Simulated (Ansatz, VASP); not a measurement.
**Two plane-wave programs on GaP**

```
Ga P
1.0
     0.00000    2.71928    2.71928
     2.71928    0.00000    2.71928
     2.71928    2.71928    0.00000
Ga P
1 1
Cartesian
  0.0000 0.0000 0.0000
  1.3596 1.3596 1.3596
```

Alike in both runs: functional PBEsol; k mesh 8 × 8 × 8; occupations gaussian, width 0.02 eV; no spin polarisation.

Ansatz relaxed the structure, and its values are those at the end. VASP's run is a single point on that final structure, the one shown.

```csv
,VASP,Ansatz
version,VASP 6.6.1,Ansatz 0.2.0
potentials or method,"VASP PAW PBE potentials, release 64 (Ga_d, P)","scalar-relativistic, plane waves, PAW"
plane-wave cutoff (eV),520,420
valence electrons in the cell,18,18
```

Ansatz gave:

```
gap on the k mesh at the Fermi level (eV) : 1.50
least direct gap on the mesh (eV)         : 1.80
pressure (GPa)                            : 0.0
```

Problem. Which values does VASP return?

Solution. gap on the k mesh at the Fermi level (eV): 1.50; least direct gap on the mesh (eV): 1.80; pressure (GPa): -0.1.

With one functional, cell and mesh, what is left measures potentials, basis and numerics.

Caveats: the PAW data sets were made with another functional, which shifts forces and pressure a little (VASP). A k mesh can miss the band edges.
